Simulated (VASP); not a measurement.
TaN:

```
Ta N
1.0
     0.00000    2.17900    2.17900
     2.17900    0.00000    2.17900
     2.17900    2.17900    0.00000
Ta N
1 1
Direct
  0.50000 0.50000 0.50000
  0.00000 0.00000 0.00000
```

Base run:

| Item | Value |
| --- | --- |
| Program | VASP 6.6.1 |
| Functional | PBEsol |
| Potentials or basis | VASP PAW PBE potentials, release 64 (Ta_pv, N) |
| Cutoff | 520 eV |
| k mesh | 7 × 7 × 7 |
| Occupations | gaussian, width 0.05 eV |
| Spin | collinear spin, ferromagnetic start |
| Starting moments | [0.5, 0.0] μB |

Its results: band gap on the k mesh none (metal or under the smearing width); pressure 5.4 GPa; net moment 0.00 μB per cell.

Task: The run is repeated on the same cell with these changes: further incar settings from ALGO = Fast; EDIFF = 1e-06 to ALGO = Normal; EDIFF = 1e-06; NBANDS = 19; hubbard terms from none to Ta d U = 6 eV. What comes out?

Result: Band gap on the k mesh none (metal or under the smearing width); pressure 25.4 GPa; net moment 0.00 μB per cell.

Caveats: the PAW data sets were made with another functional, which shifts forces and pressure a little.

Not every run made on this cell is shown here.
